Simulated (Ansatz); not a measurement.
ZrO$_{2}$:
```
ZrO2
1.0
    3.58834     0.00000     0.00000
    0.00000     3.58834     0.00000
    0.00000     0.00000     5.20085
Zr O
2 4
Cartesian
  0.00000   0.00000   0.00000
  1.79417   1.79417   2.60042
  0.00000   1.79417   1.57047
  0.00000   1.79417   4.17089
  1.79417   0.00000   1.02996
  1.79417   0.00000   3.63038
```

Relaxed with HSE06. Special points in fractions of this cell's reciprocal vectors: Γ (0.000, 0.000, 0.000); X (0.000, 0.500, 0.000); M (0.500, 0.500, 0.000); Z (0.000, 0.000, 0.500); R (0.000, 0.500, 0.500); A (0.500, 0.500, 0.500).

### Question
List the band energies nearest the valence-band maximum at these points for DFT-HSE06 in the program Ansatz with PAW potentials.

### Answer
In eV from the valence-band maximum; about four levels below and three above (degenerate sets whole), none deeper than 8.9 eV; points with the same levels are listed once.

```json
[
 {"k": "Γ", "below": "-0.70 -0.16 -0.09 -0.09", "above": "5.74 6.26 7.07"},
 {"k": "X", "below": "-1.53 -1.53 -0.13 -0.13", "above": "6.16 6.16 7.20 7.20"},
 {"k": "M", "below": "-0.86 -0.86 -0.41 -0.41", "above": "6.96 6.96 7.22 7.22"},
 {"k": "Z", "below": "-0.60 -0.60 0.00 0.00", "above": "6.36 6.36 7.00 7.00"},
 {"k": "R", "below": "-1.41 -1.41 -0.94 -0.94", "above": "6.29 6.29 6.62 6.62"},
 {"k": "A", "below": "-1.54 -1.54 -0.05 -0.05", "above": "6.99 6.99 7.48 7.48"}
]
```

Space group P4_2/nmc. This is a known high-temperature phase of the composition, computed here at zero pressure and temperature. The cell was relaxed with HSE06 under the symmetry of its start; its stability against distortions is not shown here. The run is not spin-polarised. The hybrid was solved on a coarse mesh, the path and, where they were found, the r²SCAN edge points; its band edges are the extreme levels among these. Spin–orbit coupling is left out wherever it is not named.

Potentials: the earlier of the program's two PAW sets.
